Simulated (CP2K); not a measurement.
Ru:

```
Ru
1.0
     2.70580    0.00000    0.00000
    -1.35290    2.34329    0.00000
     0.00000    0.00000    4.28190
Ru
2
Cartesian
  1.3529 0.7811 3.2114
  0.0000 1.5622 1.0705
```

Base run:

- Program: CP2K 2026.2
- Functional: LDA
- Potentials or basis: POTENTIAL_UZH Ru GTH-PBE-q16; TZVP-MOLOPT-PBE-GTH basis
- Density cutoff: 9184 eV
- k mesh: 11 × 11 × 6
- Occupations: fermi-dirac, width 0.05 eV
- Spin: no spin polarisation

Its results: band gap on the k mesh none (metal or under the smearing width); pressure -7.9 GPa.

Problem. After a change of settings the same cell gave: band gap on the k mesh none (metal or under the smearing width); pressure -3.6 GPa. Which change was it?
A. functional from LDA to OLYP
B. functional from LDA to vdW-DF2
C. functional from LDA to AM05
D. functional from LDA to SCAN

Solution. D.

Caveats: the potentials were made for another functional, which shifts forces and pressure; the basis of atomic orbitals isn't converged, which shifts pressures, moduli and gaps.
